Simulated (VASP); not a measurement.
# ZrB (Immm) in VASP: notebook

One crystal, ZrB, is run at these levels: PBE; tasks: single point.

Everything below comes from runs of VASP 6.6.1. Logs are shortened: lines on timing, memory, paths and dates and some standing lists are left out, and cuts for length are marked.

**1. The cell of the first run**

It takes space group Immm (No. 71, orthorhombic). The conventional cell has a = 3.144 Å, b = 3.432 Å, c = 4.650 Å, α = 90.00°, β = 90.00°, γ = 90.00°. Around Zr (site symmetry mmm) lie 6 B at 2.33 Å. B (site symmetry mmm) is surrounded by 6 Zr at 2.33 Å.

**2. Single point, PBE (strain +0.0875 x Voigt [0, 0, 0, 1, 0, 0], atoms carried along)**

File INCAR:

```
SYSTEM = ZrB
ALGO     = Fast           ! electronic algorithm
EDIFF    = 1E-7           ! SCF threshold, eV
ENCUT    = 520            ! plane-wave cutoff, eV
GGA      = PE             ! functional
ISIF     = 2              ! what is computed and relaxed
ISMEAR   = 0              ! smearing method
LASPH    = .True.         ! aspherical terms in the spheres
LCHARG   = .False.        ! write CHGCAR
LREAL    = .False.        ! projectors in reciprocal space
LWAVE    = .False.        ! write WAVECAR
NBANDS   = 14             ! bands
NELM     = 100            ! most SCF steps
PREC     = Accurate       ! precision mode
SIGMA    = 0.15           ! smearing width, eV
```

File KPOINTS:

```
k-points
0
Gamma
  18 18 18
  0 0 0
```

File POSCAR:

```
ZrB
1.0
    0.0000000000      2.4267187500      2.4267187500
    2.3250000000      0.1017187500      2.3250000000
    2.3250000000      2.3250000000      0.1017187500
Zr B
1 1
Direct
    0.0000000000      0.0000000000      0.0000000000
    0.5000000000      0.5000000000      0.5000000000
```

Potentials or basis: VASP PAW PBE potentials, release 64 (Zr_sv, B).

Launch:

```console
$ cat potpaw_PBE.64/Zr_sv/POTCAR potpaw_PBE.64/B/POTCAR > POTCAR
$ mpirun -np 1 vasp_std > vasp.out
```

OUTCAR:

```text
SYSTEM = ZrB
   EDIFF = 1E-7
   ENCUT = 520
   GGA = PE
   ISIF = 2
   ISMEAR = 0
   LASPH = .True.
   LREAL = .False.
   NELM = 100
   PREC = Accurate

 ion  position               nearest neighbor table
   1  0.000  0.000  0.000-   2 2.33   2 2.33   2 2.33   2 2.33   2 2.33   2 2.33
   2  0.500  0.500  0.500-   1 2.33   1 2.33   1 2.33   1 2.33   1 2.33   1 2.33

  LATTYP: Found a body centered orthorhombic cell.
 ALAT       =     3.1441944967
 B/A-ratio  =     1.0915032680
 C/A-ratio  =     1.4789161437

  Lattice vectors:

 A1 = (  -2.3250000000,   2.3250000000,   0.1017187500)
 A2 = (  -2.3250000000,  -2.3250000000,  -0.1017187500)
 A3 = (   2.3250000000,   0.1017187500,   2.3250000000)

Analysis of symmetry for initial positions (statically):
=====================================================================
 Subroutine PRICEL returns:
 Original cell was already a primitive cell.

 Routine SETGRP: Setting up the symmetry group for a
 body centered orthorhombic supercell.

 Subroutine GETGRP returns: Found  8 space group operations
 (whereof  8 operations were pure point group operations)
 out of a pool of  8 trial point group operations.

The static configuration has the point symmetry D_2h.

Analysis of symmetry for dynamics (positions and initial velocities):
=====================================================================
 Subroutine PRICEL returns:
 Original cell was already a primitive cell.

 Routine SETGRP: Setting up the symmetry group for a
 body centered orthorhombic supercell.

 Subroutine GETGRP returns: Found  8 space group operations
 (whereof  8 operations were pure point group operations)
 out of a pool of  8 trial point group operations.

The dynamic configuration has the point symmetry D_2h.

 Subroutine INISYM returns: Found  8 space group operations
 (whereof  8 operations are pure point group operations),
 and found     1 'primitive' translations

----------------------------------------------------------------------------------------

                                     Primitive cell

  volume of cell :      25.0880

  direct lattice vectors                    reciprocal lattice vectors
     0.000000000  2.426718750  2.426718750    -0.215053763  0.206039534  0.206039534
     2.325000000  0.101718750  2.325000000     0.215053763 -0.224892825  0.224892825
     2.325000000  2.325000000  0.101718750     0.215053763  0.224892825 -0.224892825

  length of vectors
     3.431898568  3.289619538  3.289619538     0.362150107  0.383929272  0.383929272

  position of ions in fractional coordinates (direct lattice)
     0.000000000  0.000000000  0.000000000
     0.500000000  0.500000000  0.500000000

  ion indices of the primitive-cell ions
   primitive index   ion index
                 1           1
                 2           2

----------------------------------------------------------------------------------------

 KPOINTS: k-points

Automatic generation of k-mesh.
 Grid dimensions read from file:
 generate k-points for:   18   18   18

 Generating k-lattice:

  Cartesian coordinates                     Fractional coordinates (reciprocal lattice)
    -0.011947431  0.011446641  0.011446641     0.055555556  0.000000000  0.000000000
     0.011947431 -0.012494046  0.012494046     0.000000000  0.055555556 -0.000000000
     0.011947431  0.012494046 -0.012494046     0.000000000  0.000000000  0.055555556

  Length of vectors
     0.020119450  0.021329404  0.021329404

  Shift w.r.t. Gamma in fractional coordinates (k-lattice)
     0.000000000  0.000000000  0.000000000

 Subroutine IBZKPT returns following result:
 ===========================================

 Found    865 irreducible k-points:

 Following reciprocal coordinates:
            Coordinates               Weight
  0.000000  0.000000  0.000000      1.000000
  0.055556  0.000000  0.000000      4.000000
  0.111111  0.000000  0.000000      4.000000
  0.166667 -0.000000 -0.000000      4.000000
  0.222222  0.000000  0.000000      4.000000
  0.277778  0.000000  0.000000      4.000000
[... 16 lines left out ...]
 -0.333333  0.055556  0.000000      8.000000
 -0.277778  0.055556 -0.000000      8.000000
 [... further k-points ...]
   k-points           NKPTS =    865   k-points in BZ     NKDIM =    865   number of bands    NBANDS=     14
   number of dos      NEDOS =    301   number of ions     NIONS =      2
   total plane-waves  NPLWV =  16128
   dimension x,y,z NGX =    28 NGY =   24 NGZ =   24
   dimension x,y,z NGXF=    56 NGYF=   48 NGZF=   48
   ions per type =               1   1
   NGX,Y,Z   is equivalent  to a cutoff of  13.56, 12.13, 12.13 a.u.
   NGXF,Y,Z  is equivalent  to a cutoff of  27.13, 24.26, 24.26 a.u.
 SYSTEM =  ZrB
   PREC   = accura    normal or accurate (medium, high low for compatibility)
   ISTART =      0    job   : 0-new  1-cont  2-samecut
   ICHARG =      2    charge: 1-file 2-atom 10-const
   ISPIN  =      1    spin polarized calculation?
   LNONCOLLINEAR =      F non collinear calculations
   LSORBIT =      F    spin-orbit coupling
   LASPH  =      T    aspherical Exc in radial PAW
   ENCUT  =  520.0 eV  38.22 Ry    6.18 a.u.   6.38  6.12  6.12*2*pi/ulx,y,z
   NELM   =    100;   NELMIN=  2; NELMDL= -5     # of ELM steps
   EDIFF  = 0.1E-06   stopping-criterion for ELM
   LREAL  =      F    real-space projection
   EDIFFG = 0.1E-05   stopping-criterion for IOM
   NSW    =      0    number of steps for IOM
   IBRION =     -1    ionic relax: 0-MD 1-quasi-New 2-CG
   NFREE  =      0    steps in history (QN), initial steepest desc. (CG)
   ISIF   =      2    stress and relaxation
   ISYM   =      2    0-nonsym 1-usesym 2-fastsym
   POTIM  = 0.5000    time-step for ionic-motion
   TEBEG  =    0.0;   TEEND  =   0.0 temperature during run
   PSTRESS=    0.0 pullay stress
   NELECT =      15.0000    total number of electrons
   NUPDOWN=      -1.0000    fix difference up-down
   EMIN   =  10.00;   EMAX   =-10.00  energy-range for DOS
   EFERMI =   0.00;   METHOD = LEGACY
   ISMEAR =     0;   SIGMA  =   0.15  broadening in eV -4-tet -1-fermi 0-gaus
   EFERMI_NEDOS =   21; number of points for ismear=-14 and -15
   IALGO  =     68    algorithm
   IMIX   =      4    mixing-type and parameters
     AMIX     =   0.40;   BMIX     =  1.00
     AMIX_MAG =   1.60;   BMIX_MAG =  1.00
  volume/ion in A,a.u.               =      12.54        84.65
  Fermi-wavevector in a.u.,A,eV,Ry     =   1.379165  2.606244 25.879599  1.902097
  Thomas-Fermi vector in A             =   2.504160
   LORBIT       =      0    0 simple, 1 ext, 2 COOP (PROOUT), +10 PAW based schemes
   GGA     = PE    functional components
   LHFCALC =     F    Hartree Fock is set to
   AEXX    =    0.0000 exact exchange contribution
   IVDW    =     0    specifies the selected vdW correction
   LEPSILON=     F    determine dielectric tensor
   LRPA    =     F    only Hartree local field effects (RPA)
 non-spin polarized calculation
 RMM-DIIS sequential band-by-band and
 Gauss-broadening in eV      SIGMA  =   0.15
  energy-cutoff  :      520.00
  volume of cell :       25.09
 maximum number of plane-waves:       700
 NGX is ok and might be reduce to    28
   NGX = 13   NGY = 13   NGZ = 13

 number of electron      15.0000000 magnetization

 Free energy of the ion-electron system (eV)
  ---------------------------------------------------
  ext. energy  EPLUGINS =         0.00000000
  ---------------------------------------------------
  free energy    TOTEN  =       -15.54318006 eV

  energy without entropy =      -15.53087264  energy(sigma->0) =      -15.53702635

 E-fermi :   9.0996     XC(G=0): -12.2322

 val. band max:        9.0980097336   @ k =   0.0556   0.2778  -0.0000
 cond. band min:       9.1068727901   @ k =   0.3889   0.2222   0.1667
 fundamental gap:      0.0088630565
 Fermi energy:         9.0996331436

 k-point     1 :       0.0000    0.0000    0.0000
  band No.  band energies     occupation
      1     -37.7363      2.00000
      2     -15.5490      2.00000
      3     -15.4668      2.00000
      4     -15.3849      2.00000
      5       0.7007      2.00000
      6      10.3876      0.00000
      7      10.8295      0.00000
      8      11.6194      0.00000
      9      12.5697      0.00000
     10      12.8196      0.00000
     11      12.8256      0.00000
     12      12.8349      0.00000
     13      13.2680      0.00000
     14      20.2856      0.00000

 k-point     2 :       0.0556    0.0000    0.0000
  band No.  band energies     occupation
      1     -37.7331      2.00000
      2     -15.5689      2.00000
      3     -15.4775      2.00000
      4     -15.3878      2.00000
      5       0.7826      2.00000
      6      10.2130      0.00000
      7      10.6807      0.00000
      8      11.5582      0.00000
      9      11.9867      0.00000
     10      12.2555      0.00000
     11      12.8044      0.00000
     12      13.8164      0.00000
     13      14.0656      0.00000
     14      20.4580      0.00000

 k-point     3 :       0.1111    0.0000    0.0000
  band No.  band energies     occupation
      1     -37.7242      2.00000
      2     -15.6403      2.00000
      3     -15.4935      2.00000
      4     -15.3963      2.00000
      5       1.0221      2.00000
      6       9.6920      0.00000
      7      10.2778      0.00000
      8      11.0539      0.00000
      9      11.6561      0.00000
     10      12.1505      0.00000
     11      13.1432      0.00000
     12      14.9515      0.00000
     13      15.1401      0.00000
     14      20.9689      0.00000

 k-point     4 :       0.1667   -0.0000   -0.0000
  band No.  band energies     occupation
      1     -37.7104      2.00000
      2     -15.7604      2.00000
      3     -15.5047      2.00000
      4     -15.4091      2.00000
      5       1.4015      2.00000
      6       9.0138      1.58154
      7       9.6710      0.00000
      8      10.3761      0.00000
      9      11.7862      0.00000
     10      12.4341      0.00000
     11      13.4835      0.00000
     12      16.1691      0.00000
     13      16.2899      0.00000
     14      21.8365      0.00000

 k-point     5 :       0.2222    0.0000    0.0000
  band No.  band energies     occupation
      1     -37.6935      2.00000
      2     -15.9086      2.00000
      3     -15.5139      2.00000
      4     -15.4248      2.00000
      5       1.8945      2.00000
      6       8.3038      2.00000
      7       9.0634      1.26716
      8       9.7637      0.00000
      9      12.1383      0.00000
     10      12.8665      0.00000
     11      13.8102      0.00000
[... 276 lines left out ...]
 k-point    22 :      -0.3889    0.0556    0.0000
  band No.  band energies     occupation
      1     -37.6376      2.00000
      2     -16.3430      2.00000
      3     -15.5456      2.00000
      4     -15.4961      2.00000
      5       4.0056      2.00000
      6       6.0302      2.00000
      7       7.7639      2.00000
      8       8.5006      2.00000
      9      13.5074      0.00000
     10      14.6306      0.00000
     11      15.6987      0.00000
     12      18.9660      0.00000
     13      20.5093      0.00000
     14      21.8688      0.00000

 k-point    23 :      -0.3333    0.0556    0.0000
  band No.  band energies     occupation
      1     -37.6498      2.00000
      2     -16.2454      2.00000
      3     -15.5399      2.00000
      4     -15.4843      2.00000
      5       3.3657      2.00000
      6       6.6593      2.00000
      7       7.9994      2.00000
      8       8.7454      1.99916
      9      13.0549      0.00000
     10      14.1858      0.00000
     11      15.1253      0.00000
     12      19.4774      0.00000
     13      20.1138      0.00000
     14      20.9946      0.00000

 k-point    24 :      -0.2778    0.0556   -0.0000
  band No.  band energies     occupation
      1     -37.6657      2.00000
      2     -16.1148      2.00000
      3     -15.5325      2.00000
      4     -15.4692      2.00000
      5       2.7374      2.00000
      6       7.3192      2.00000
      7       8.3498      2.00000
      8       9.0885      1.08339
      9      12.5505      0.00000
     10      13.7335      0.00000
     11      14.5715      0.00000
     12      18.3682      0.00000
     13      19.8653      0.00000
     14      21.2212      0.00000

 [... further k-points ...]

------------------------ aborting loop because EDIFF is reached ----------------------------------------

  FORCE on cell =-STRESS in cart. coord.  units (eV):
  Direction    XX          YY          ZZ          XY          YZ          ZX
  --------------------------------------------------------------------------------------
  -------------------------------------------------------------------------------------
  Total        5.4920296      5.5587426      5.5587426     -0.0000000     -0.7403085     -0.0000000
  in kB      350.7330141    354.9934521    354.9934521     -0.0000000    -47.2777167     -0.0000000
  external PRESSURE =     353.5733061 kB  Pullay stress =       0.0000000 kB

 VOLUME and BASIS-vectors are now :
 -----------------------------------------------------------------------------
  energy-cutoff  :      520.00
  volume of cell :       25.09
      direct lattice vectors                 reciprocal lattice vectors
     0.000000000  2.426718750  2.426718750    -0.215053763  0.206039534  0.206039534
     2.325000000  0.101718750  2.325000000     0.215053763 -0.224892825  0.224892825
     2.325000000  2.325000000  0.101718750     0.215053763  0.224892825 -0.224892825

 POSITION                                       TOTAL-FORCE (eV/Angst)
 -----------------------------------------------------------------------------------
      0.00000      0.00000      0.00000        -0.000000     -0.000000     -0.000000
      2.32500      2.42672      2.42672         0.000000      0.000000      0.000000
 -----------------------------------------------------------------------------------
    total drift:                               -0.000000      0.000000      0.000000

  FREE ENERGIE OF THE ION-ELECTRON SYSTEM (eV)
  ---------------------------------------------------
  free  energy   TOTEN  =       -15.5431800563 eV

  energy  without entropy=      -15.5308726372  energy(sigma->0) =      -15.53702635
```

Run time: 3 min. Hardware: 1 thread of Intel Xeon 6975P-C (Granite Rapids), shared host; peak memory 0.41 GiB.

Results:

```
Free energy            : -15.5432 eV
Pressure               : 35.4 GPa
Band gap on the k mesh : none (metal or under the smearing width)
```

Levels at points of the mesh, in eV from the Fermi level:
```
           k point  band 6  band 7  band 8  band 9  band 10  band 11
(0.00, 0.00, 0.00)    1.29    1.73    2.52    3.47     3.72     3.73
(0.50, 0.00, 0.00)   -3.90   -1.53   -0.78    4.86     5.98     7.28
(0.00, 0.50, 0.00)   -3.42   -2.04   -1.38    5.52     5.95     7.91
(0.50, 0.50, 0.00)   -1.18   -0.39    2.50    2.52     5.28     6.83
(0.00, 0.50, 0.50)   -1.19   -0.36    2.04    3.04     5.49     6.91
```

Caveat: so large a pressure means that the cell lies far from this level's equilibrium, or that cutoff or potentials fall short.

(Part 1 of 2 ends here.)
